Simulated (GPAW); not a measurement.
# SnTe (Fm-3m) in GPAW: a series of runs

Runs on SnTe. Level: PBE. Tasks: dielectric tensor.

All numbers are computed with GPAW 26.7.0; they aren't measurements. Logs are shortened: lines on timing, memory, paths and dates and some standing lists are left out, and cuts for length are marked. The log counts tension as positive stress, the text compression.

**What was measured.**

A printed reference work, textbook reports, for a bulk crystal of SnTe at 300 K: band gap 0.18 eV (direct).

The runs below are set against these values where they give the same quantity.

**1. Starting point**

The structure is cubic, space group Fm-3m (No. 225). Conventional cell: a = 6.173 Å, b = 6.173 Å, c = 6.173 Å, α = 90.00°, β = 90.00°, γ = 90.00°. Te (site symmetry m-3m) has 6 Sn at 3.09 Å as nearest neighbours. Sn (site symmetry m-3m) is surrounded by 6 Te at 3.09 Å.

**2. Dielectric tensor, PBE**

Contents of run.py:

```python
import numpy as np
from ase import Atoms
from ase.dft.bandgap import bandgap
from ase.io import write
from gpaw import GPAW, PW
from gpaw.response.df import DielectricFunction

atoms = Atoms(['Te', 'Sn'],
              cell=[[0.0, 3.0865288906, 3.0865288906],
                    [3.0865288906, 0.0, 3.0865288906],
                    [3.0865288906, 3.0865288906, 0.0]],
              scaled_positions=[[0.5, 0.5, 0.5],
                                [0.0, 0.0, 0.0]],
              pbc=True)

calc = GPAW(mode=PW(450),
            xc='PBE',
            kpts={'size': (6, 6, 6), 'gamma': True},
            occupations={'name': 'fermi-dirac', 'width': 0.001},
            nbands=19,
            convergence={'density': 1e-06},
            maxiter=150,
            txt='gpaw.txt')
atoms.calc = calc
energy = atoms.get_potential_energy()
calc.write('gs.gpw')
write('result.traj', atoms)
print(f'Energy: {energy:.6f} eV')
print('Fermi level:', round(calc.get_fermi_level(), 4), 'eV')
print(f'Gap: {bandgap(calc)[0]:.4f} eV, direct: {bandgap(calc, direct=True)[0]:.4f} eV')

for size in [(18, 18, 18)]:
    name = 'x'.join(str(n) for n in size)
    dense = calc.fixed_density(kpts={'size': size, 'gamma': True},
                               nbands=36, convergence={'bands': 30, 'eigenstates': 1e-7},
                               update_fermi_level=True, txt=f'dense-{name}.txt')
    dense.write(f'{name}.gpw', mode='all')
    df = DielectricFunction(f'{name}.gpw', frequencies=np.array([0.0]), hilbert=False, eta=0.001,
                            ecut=80, nbands=30, intraband=False, txt=f'df-{name}.txt')
    for xc in ['RPA']:
        for direction in ['x', 'y', 'z', [0, 1, 1], [1, 0, 1], [1, 1, 0]]:
            e0, e = df.get_macroscopic_dielectric_constant(xc=xc, direction=direction)
            print(f'{name} {xc} {direction}: {e0:.4f} without, {e:.4f} with local fields')
```

Potentials or basis: GPAW PAW data sets (gpaw-data 1.2.1), pw.

Command:

```
> OMP_NUM_THREADS=1 python run.py
```

gpaw.txt:

```text
__  _  _
 | _ |_)|_||  |
 |__||  | ||/\| - 26.7.0

Input parameters:
  mode=PW(ecut=450.00000000000006),
  convergence={'density': 1e-06},
  kpts=MonkhorstPack(size=(6, 6, 6), gamma=True),
  maxiter=150,
  nbands=19,
  occupations=Occupations(name='fermi-dirac', width=0.001),
  xc=XC(name='PBE')

Diagonalizing LCAO Hamiltonian
Converting LCAO to pw mode

                Te

       Sn

Atoms  # Å, Bohr magnetons
|   | symbol |        x |        y |        z |    initial magnetic moments |
|---|--------|----------|----------|----------|-----------------------------|
| 0 |     Te | 3.086529 | 3.086529 | 3.086529 | ( 0.0000,  0.0000,  0.0000) |
| 1 |     Sn | 0.000000 | 0.000000 | 0.000000 | ( 0.0000,  0.0000,  0.0000) |

Unit cell  # Å
| periodic |        x |        y |        z |  lengths |    angles |
|----------|----------|----------|----------|----------|-----------|
|      yes | 0.000000 | 3.086529 | 3.086529 | 4.365011 | 60.000000 |
|      yes | 3.086529 | 0.000000 | 3.086529 | 4.365011 | 60.000000 |
|      yes | 3.086529 | 3.086529 | 0.000000 | 4.365011 | 60.000000 |

Number of symmetries: 48
Symmetry operations  # r_c * U_cc + t_c -> r_c
|    | kind |            matrix            |
|----|------|------------------------------|
|  0 |  σ   |  1, 0, 0,  1, 0,-1,  1,-1, 0 |
|  1 |  C2  |  1, 0, 0,  1,-1, 0,  1, 0,-1 |
|  2 |  E   |  1, 0, 0,  0, 1, 0,  0, 0, 1 |
|  3 |  σ   |  1, 0, 0,  0, 0, 1,  0, 1, 0 |
|  4 |  C4  |  1, 0,-1,  1, 0, 0,  1,-1, 0 |
|  5 |  S6  |  1, 0,-1,  1,-1, 0,  1, 0, 0 |
|  6 |  σ   |  1, 0,-1,  0, 1,-1,  0, 0,-1 |
|  7 |  C3  |  1, 0,-1,  0, 0,-1,  0, 1,-1 |
|  8 |  S6  |  1,-1, 0,  1, 0, 0,  1, 0,-1 |
|  9 |  C4  |  1,-1, 0,  1, 0,-1,  1, 0, 0 |
| 10 |  C3  |  1,-1, 0,  0,-1, 1,  0,-1, 0 |
| 11 |  σ   |  1,-1, 0,  0,-1, 0,  0,-1, 1 |
| 12 |  σ   |  0, 1, 0,  1, 0, 0,  0, 0, 1 |
| 13 |  C4  |  0, 1, 0,  0, 1,-1, -1, 1, 0 |
| 14 |  C3  |  0, 1, 0,  0, 0, 1,  1, 0, 0 |
| 15 |  S6  |  0, 1, 0, -1, 1, 0,  0, 1,-1 |
| 16 |  C2  |  0, 1,-1,  1, 0,-1,  0, 0,-1 |
| 17 |  σ   |  0, 1,-1,  0, 1, 0, -1, 1, 0 |
| 18 |  S4  |  0, 1,-1,  0, 0,-1,  1, 0,-1 |
| 19 |  C4  |  0, 1,-1, -1, 1, 0,  0, 1, 0 |
| 20 |  C3  |  0, 0, 1,  1, 0, 0,  0, 1, 0 |
| 21 |  σ   |  0, 0, 1,  0, 1, 0,  1, 0, 0 |
| 22 |  S6  |  0, 0, 1,  0,-1, 1, -1, 0, 1 |
| 23 |  C4  |  0, 0, 1, -1, 0, 1,  0,-1, 1 |
| 24 |  S4  |  0, 0,-1,  1, 0,-1,  0, 1,-1 |
| 25 |  C3  |  0, 0,-1,  0, 1,-1,  1, 0,-1 |
| 26 |  C2  |  0, 0,-1,  0,-1, 0, -1, 0, 0 |
| 27 |  S6  |  0, 0,-1, -1, 0, 0,  0,-1, 0 |
| 28 |  S4  |  0,-1, 1,  1,-1, 0,  0,-1, 0 |
| 29 |  C4  |  0,-1, 1,  0, 0, 1, -1, 0, 1 |
| 30 |  C2  |  0,-1, 1,  0,-1, 0,  1,-1, 0 |
| 31 |  σ   |  0,-1, 1, -1, 0, 1,  0, 0, 1 |
| 32 |  C3  |  0,-1, 0,  1,-1, 0,  0,-1, 1 |
| 33 |  S6  |  0,-1, 0,  0, 0,-1, -1, 0, 0 |
| 34 |  S4  |  0,-1, 0,  0,-1, 1,  1,-1, 0 |
| 35 |  C2  |  0,-1, 0, -1, 0, 0,  0, 0,-1 |
| 36 |  C2  | -1, 1, 0,  0, 1, 0,  0, 1,-1 |
| 37 |  S6  | -1, 1, 0,  0, 1,-1,  0, 1, 0 |
| 38 |  S4  | -1, 1, 0, -1, 0, 1, -1, 0, 0 |
| 39 |  C3  | -1, 1, 0, -1, 0, 0, -1, 0, 1 |
| 40 |  S6  | -1, 0, 1,  0, 0, 1,  0,-1, 1 |
| 41 |  C2  | -1, 0, 1,  0,-1, 1,  0, 0, 1 |
| 42 |  C3  | -1, 0, 1, -1, 1, 0, -1, 0, 0 |
| 43 |  S4  | -1, 0, 1, -1, 0, 0, -1, 1, 0 |
| 44 |  C2  | -1, 0, 0,  0, 0,-1,  0,-1, 0 |
| 45 |  i   | -1, 0, 0,  0,-1, 0,  0, 0,-1 |
| 46 |  σ   | -1, 0, 0, -1, 1, 0, -1, 0, 1 |
| 47 |  C2  | -1, 0, 0, -1, 0, 1, -1, 1, 0 |

BZ-sampling:
  Number of BZ points: 216
  Number of IBZ points: 16

  Monkhorst-Pack size: [6, 6, 6]
  Monkhorst-Pack shift: [0.08333333333333333, 0.08333333333333333, 0.08333333333333333]

K-points  # in reciprocal-cell coordinates
|     |                                coordinates |     weight |
|-----|--------------------------------------------|------------|
|   0 | (  0.00000000,   0.00000000,   0.00000000) | 0.00462963 |
|   1 | (  0.16666667,   0.16666667,   0.00000000) | 0.02777778 |
|   2 | (  0.16666667,   0.16666667,   0.16666667) | 0.03703704 |
|   3 | (  0.33333333,   0.16666667,   0.16666667) | 0.05555556 |
|   4 | (  0.33333333,   0.33333333,  -0.33333333) | 0.05555556 |
|   5 | (  0.33333333,   0.33333333,   0.00000000) | 0.02777778 |
|   6 | (  0.33333333,   0.33333333,   0.16666667) | 0.11111111 |
|   7 | (  0.33333333,   0.33333333,   0.33333333) | 0.03703704 |
|   8 | (  0.50000000,   0.33333333,  -0.33333333) | 0.11111111 |
|   9 | (  0.50000000,   0.33333333,  -0.16666667) | 0.05555556 |
| ... |                                            |            |
|  15 | (  0.50000000,   0.50000000,   0.50000000) | 0.01851852 |

Plane wave coefficients: 1303
Cutoff: 450.00000000000006 eV

Spin-components: 1 (collinear spins)
Bands:           19
Projectors:      11
Spin-degeneracy: 2
Datatype:        complex128

Parallelization:
  kpt:    1
  domain: 1
  band:   1

Density:
  Valence electrons: 20.0
  Components: 1
  Grid points: [24 24 24]
  Charge: 0.0  # |e|

Potential:
  Grid points: [24 24 24]

species:
  Te:
    name:    Tellurium
    Z:       52.0
    valence: 6
    core:    46
    charge:  0.0  # [|e|]
    compensation charges:
      type: gauss
      rc: 0.36  # [Å]
      lmax: 2
    cutoffs:
      filter: 2.09  # [Å]
      core: 3.17  # [Å]
    projectors
    | kind |    occ | energy [eV] | rcut [Å] |
    |------|--------|-------------|----------|
    |   5s |  2.000 |     -15.089 |    1.180 |
    |   5p |  4.000 |      -5.955 |    1.196 |
    |    s |        |      12.123 |    1.180 |
    |    p |        |      21.256 |    1.196 |
    |    d |        |       0.000 |    1.238 |

    Using partial waves for Te as LCAO basis

  Sn:
    name:    Tin
    Z:       50.0
    valence: 14
    core:    36
    charge:  0.0  # [|e|]
    compensation charges:
      type: gauss
      rc: 0.38  # [Å]
      lmax: 2
    cutoffs:
      filter: 2.23  # [Å]
      core: 2.35  # [Å]
    projectors
    | kind |    occ | energy [eV] | rcut [Å] |
    |------|--------|-------------|----------|
    |   5s |  2.000 |     -10.538 |    1.201 |
    |   5p |  2.000 |      -3.696 |    1.270 |
    |   4d | 10.000 |     -25.845 |    1.185 |
    |    s |        |      16.674 |    1.201 |
    |    p |        |      23.515 |    1.270 |
    |    d |        |       1.367 |    1.185 |

    Using partial waves for Sn as LCAO basis

Reference energy: -352801.376741  # eV

eigensolver:
  PPCG
  Converge bands: occupied
  niter=2

density mixing:
  MSR1-Mixer
  Pratt-step length: 0.05
  Maximum mixing coefficient: 0.75
  Old densities: 10
  SVD Regularization: 0.005
  Good broyden scale: 1.0
  Trust region scale: 1.0
  Backstep threshold: 4.0
  History deletion threshold: 6.0
  Fourier metric: weight=20.0, sigma=0.015

occupation numbers:
  Fermi-Dirac:
    width: 0.0010  # eV

poisson solver:
  ecut: 3600.0000000000005  # eV

xc functional:
  name: PBE with 2 nearest neighbor stencil

convergence criteria:
- Maximum integral of absolute [dens]ity change: 1e-06 electrons / valence electron
- Maximum [total energy] change in last 3 cyles: 0.0005 eV / valence electron
- Maximum integral of absolute [eigenst]ate change: 4e-08 eV^2 / valence electron
maximum number of iterations: 150

SCF iterations
|iter     | |      energy | eigst |  dens |
|---------|-|-------------|-------|-------|
|iter:   1| |   -7.706548 | -0.14 |       |
|iter:   2| |   -7.703704 | -2.35 | -1.52 |
|iter:   3| |   -7.682921 | -2.81 | -1.56 |
|iter:   4| |   -7.683826 | -3.99 | -2.14 |
|iter:   5| |   -7.683981c| -4.93 | -2.67 |
|iter:   6| |   -7.683991c| -6.34 | -3.30 |
|iter:   7| |   -7.683992c| -7.64c| -4.21 |
|iter:   8| |   -7.683992c| -7.82c| -4.82 |
|iter:   9| |   -7.683992c| -8.44c| -5.88 |
|iter:  10| |   -7.683992c| -9.01c| -6.26c|

Converged in 10 steps
Energy contributions relative to reference atoms: (reference = -352801.376741)

Energy contributions:
  Kinetic:          20.620117
  Coulomb:         -19.559482
  Zero:              0.173760
  External:          0.000000
  Xc:               -8.918386
  Entropy:           0.000000
  Spinorbit:         0.000000
  ----------------------------
  Free energy:      -7.683992
  Extrapolated:     -7.683992

dipole moment: (-20.940904, -20.940904, -20.940904)  # |e|*Ang

Fermi level: 7.420
Eigenvalues  # (at kpt = [0.000, 0.000, 0.000])
| band index |      eig [eV] | occ [0-2] |
|------------|---------------|-----------|
|          0 |       -14.709 |     2.000 |
|        ... |               |           |
|          2 |       -14.698 |     2.000 |
|          3 |       -14.698 |     2.000 |
|          4 |       -14.698 |     2.000 |
|          5 |        -6.039 |     2.000 |
|          6 |         2.827 |     2.000 |
|          7 |         4.903 |     2.000 |
[... 9 lines left out ...]
|         17 |        14.190 |     0.000 |
|         18 |        14.190 |     0.000 |

Gap: 0.287 eV
Transition (v -> c):
  (s=0, k=15, n=9, [0.50, 0.50, 0.50]) -> (s=0, k=15, n=10, [0.50, 0.50, 0.50])
No difference between direct/indirect transitions
# Writing to gs.gpw (mode='')
```

Wall time 3.6 min (1 thread of Arm Neoverse V2, shared host); peak memory 0.49 GiB.

What came out:

```yaml
Free_energy: -7.6840 eV
Band_gap_on_the_k_mesh: 0.29 eV, direct
Electronic_dielectric_tensor_diagonal: 85.94
```

Electronic dielectric tensor:
```
85.94  0.00  0.00
 0.00 85.94  0.00
 0.00  0.00 85.94
```

Caveat: the gap is small at this level, which inflates the dielectric constant; the long-wavelength limit can be off by a per cent or two; spin-orbit coupling is left out, which moves the levels of the heavy elements.

**3. Dielectric tensor, PBE**

This run uses another cell than the first one, of 30.03 Å³/atom, 1.021 times its volume.

Changes to run.py since step 2:

```diff
@@ -8,5 +8,5 @@
 atoms = Atoms(['Te', 'Sn'],
-              cell=[[0.0, 3.0865288906, 3.0865288906],
-                    [3.0865288906, 0.0, 3.0865288906],
-                    [3.0865288906, 3.0865288906, 0.0]],
+              cell=[[0.0, 3.1082657258, 3.1082657258],
+                    [3.1082657258, 0.0, 3.1082657258],
+                    [3.1082657258, 3.1082657258, 0.0]],
               scaled_positions=[[0.5, 0.5, 0.5],
```

Potentials or basis: GPAW PAW data sets (gpaw-data 1.2.1), pw.

Command:

```
> OMP_NUM_THREADS=1 python run.py
```

gpaw.txt:

```text
__  _  _
 | _ |_)|_||  |
 |__||  | ||/\| - 26.7.0

Input parameters:
  mode=PW(ecut=450.00000000000006),
  convergence={'density': 1e-06},
  kpts=MonkhorstPack(size=(6, 6, 6), gamma=True),
  maxiter=150,
  nbands=19,
  occupations=Occupations(name='fermi-dirac', width=0.001),
  xc=XC(name='PBE')

Diagonalizing LCAO Hamiltonian
Converting LCAO to pw mode

                Te

       Sn

Atoms  # Å, Bohr magnetons
|   | symbol |        x |        y |        z |    initial magnetic moments |
|---|--------|----------|----------|----------|-----------------------------|
| 0 |     Te | 3.108266 | 3.108266 | 3.108266 | ( 0.0000,  0.0000,  0.0000) |
| 1 |     Sn | 0.000000 | 0.000000 | 0.000000 | ( 0.0000,  0.0000,  0.0000) |

Unit cell  # Å
| periodic |        x |        y |        z |  lengths |    angles |
|----------|----------|----------|----------|----------|-----------|
|      yes | 0.000000 | 3.108266 | 3.108266 | 4.395752 | 60.000000 |
|      yes | 3.108266 | 0.000000 | 3.108266 | 4.395752 | 60.000000 |
[... 191 lines left out ...]
|iter:   3| |   -7.719997 | -2.77 | -1.54 |
|iter:   4| |   -7.721027 | -3.99 | -2.13 |
|iter:   5| |   -7.721198c| -4.89 | -2.66 |
|iter:   6| |   -7.721207c| -6.32 | -3.32 |
|iter:   7| |   -7.721207c| -7.65c| -4.20 |
|iter:   8| |   -7.721207c| -7.74c| -4.79 |
|iter:   9| |   -7.721207c| -8.30c| -5.89 |
|iter:  10| |   -7.721207c| -8.86c| -6.32c|

Converged in 10 steps
Energy contributions relative to reference atoms: (reference = -352801.376741)

Energy contributions:
  Kinetic:          18.671834
  Coulomb:         -18.011340
  Zero:              0.178002
  External:          0.000000
  Xc:               -8.559703
  Entropy:          -0.000000
  Spinorbit:         0.000000
  ----------------------------
  Free energy:      -7.721207
  Extrapolated:     -7.721207

dipole moment: (-21.086157, -21.086157, -21.086157)  # |e|*Ang

Fermi level: 7.095
Eigenvalues  # (at kpt = [0.000, 0.000, 0.000])
| band index |      eig [eV] | occ [0-2] |
|------------|---------------|-----------|
|          0 |       -14.960 |     2.000 |
|        ... |               |           |
|          2 |       -14.950 |     2.000 |
|          3 |       -14.950 |     2.000 |
|          4 |       -14.950 |     2.000 |
|          5 |        -6.139 |     2.000 |
|          6 |         2.468 |     2.000 |
|          7 |         4.695 |     2.000 |
[... 9 lines left out ...]
|         17 |        13.907 |     0.000 |
|         18 |        13.907 |     0.000 |

Gap: 0.233 eV
Transition (v -> c):
  (s=0, k=15, n=9, [0.50, 0.50, 0.50]) -> (s=0, k=15, n=10, [0.50, 0.50, 0.50])
No difference between direct/indirect transitions
# Writing to gs.gpw (mode='')
```

stdout:

```text
Energy: -7.721207 eV
Fermi level: 7.0945 eV
Gap: 0.2327 eV, direct: 0.2327 eV
18x18x18 RPA x: 79.9484 without, 75.5204 with local fields
18x18x18 RPA y: 79.9484 without, 75.5204 with local fields
18x18x18 RPA z: 79.9484 without, 75.5204 with local fields
18x18x18 RPA [0, 1, 1]: 79.9484 without, 75.5204 with local fields
18x18x18 RPA [1, 0, 1]: 79.9484 without, 75.5204 with local fields
18x18x18 RPA [1, 1, 0]: 79.9484 without, 75.5204 with local fields
```

df-18x18x18.txt:

```text
FrequencyGridDescriptor(from 0.000 to 0.000 eV, 1 points)
FrequencyGridDescriptor(from 0.000 to 0.000 eV, 1 points)

Calculating chi0 body with:
    Ground state adapter containing:
    Number of spins: 1
    Number of kpoints: 5832
    Number of irreducible kpoints: 195
    Number of completely occupied states: 10
    Number of partially occupied states: 10

    Linear response parametrization:
    q_c: [0.0, 0.0, 0.0]
    Number of frequency points: 1
    Planewave cutoff: 80.0
    Number of bands: 30
    Number of planewaves: 113
    Broadening (eta): 0.001

Integrating chi0 body.

Symmetries of q_c:
    Direct symmetries (Uq -> q): 48
    Indirect symmetries (TUq -> q): 0
In total 48 allowed symmetries.

Integral kind: response function

Calculating chi0 optical extensions with:
    Ground state adapter containing:
    Number of spins: 1
    Number of kpoints: 5832
    Number of irreducible kpoints: 195
    Number of completely occupied states: 10
    Number of partially occupied states: 10

    Linear response parametrization:
    Number of frequency points: 1
    Planewave cutoff: 80.0
    Number of bands: 30
    Number of planewaves: 113
    Broadening (eta): 0.001
Integrating chi0 head and wings.

Symmetries of q_c:
    Direct symmetries (Uq -> q): 48
    Indirect symmetries (TUq -> q): 0
In total 48 allowed symmetries.

Integral kind: response function wings

Finished calculating chi0
```

Run time: 3.6 min. Hardware: 1 thread of Arm Neoverse V2, shared host; peak memory 0.5 GiB.

What came out:

```
Free energy                             : -7.7212 eV
Band gap on the k mesh                  : 0.23 eV, direct
Electronic dielectric tensor (diagonal) : 75.52
```

Electronic dielectric tensor:
```
75.52  0.00  0.00
 0.00 75.52  0.00
 0.00  0.00 75.52
```

Caveat: the gap is small at this level, which inflates the dielectric constant; the long-wavelength limit can be off by a per cent or two; spin-orbit coupling is left out, which moves the levels of the heavy elements.

(Continued in part 2 of 2.)
